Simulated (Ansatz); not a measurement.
`C[CH]1[O][SbH]1` + `N=C(N)O` → `CNC(=N)O` + `[CH2]1[O][SbH]1`  (substitution at a C–C bond)

Calculated with Ansatz (gas phase, PBE0-D4/def2-TZVP geometries, no zero-point term in ΔE). CCSD(T)/CBS adds triple-zeta CCSD(T) − MP2 to the extrapolated MP2 energy (def2 sets, frozen cores). Elements past krypton have def2 core potentials. For Sb outer-core shells are correlated without core-valence functions, which leaves a few kJ/mol of doubt a bond. Each species was taken in one conformer, which may not be the lowest.

| species | CCSD(T)/CBS(def2) energy (Eh) |
| --- | --- |
| `C[CH]1[O][SbH]1` | -394.26509 |
| `N=C(N)O` | -225.03467 |
| `CNC(=N)O` | -264.28622 |
| `[CH2]1[O][SbH]1` | -354.99683 |

**Question.** Work out ΔE.

**Answer.** ΔE = (-264.28622) + (-354.99683) − (-394.26509) − (-225.03467) = 0.01671 Eh = +43.9 kJ/mol.

Largest T1 diagnostic among the species: 0.016.

In def2-TZVPP, CCSD(T) changes the Hartree–Fock value by +5.1 kJ/mol (the triples alone add +1.0 kJ/mol) and MP2 by +9.2 kJ/mol.
